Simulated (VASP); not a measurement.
Ag:

```xyz
1
Lattice="-1.6557 1.6557 1.6557 1.6557 -1.6557 1.6557 1.6557 1.6557 -1.6557" Properties=species:S:1:pos:R:3 pbc="T T T"
Ag    0.0000    0.0000    0.0000
```

This isn't the form of Ag at room conditions, which is fcc.

```yaml
Program: VASP 6.6.1
Task: relaxation of cell and atoms
Functional: LDA
Potentials_or_basis: VASP PAW LDA potentials, release 64 (Ag)
Cutoff: 600 eV
k_mesh: 10 × 10 × 10
Occupations: fermi-dirac, width 0.05 eV
Spin: no spin polarisation
```

At the start: pressure -11.1 GPa; volume 18.15 Å³/atom.

Q: Where does the relaxation end?

A: Over 6 steps the energy falls by 79.0 meV/atom and the volume is 16.15 Å³/atom (-11.0 %); space group Im-3m (No. 229, to 0.05 Å).

Step by step:
```tsv
step	energy change (eV)	largest force (eV/Å)	pressure (GPa)	volume (Å³)
1	0.0000	0.0000	-11.08	18.15
2	-0.0434	0.0000	11.25	15.05
3	-0.0790	0.0000	-0.10	16.16
4	-0.0790	0.0000	0.19	16.12
5	-0.0790	0.0000	-0.11	16.17
6	-0.0790	0.0000	-0.02	16.15
```

Final structure:
```xyz
1
Lattice="-1.5923 1.5923 1.5923 1.5923 -1.5923 1.5923 1.5923 1.5923 -1.5923" Properties=species:S:1:pos:R:3 pbc="T T T"
Ag    0.0000    0.0000    0.0000
```
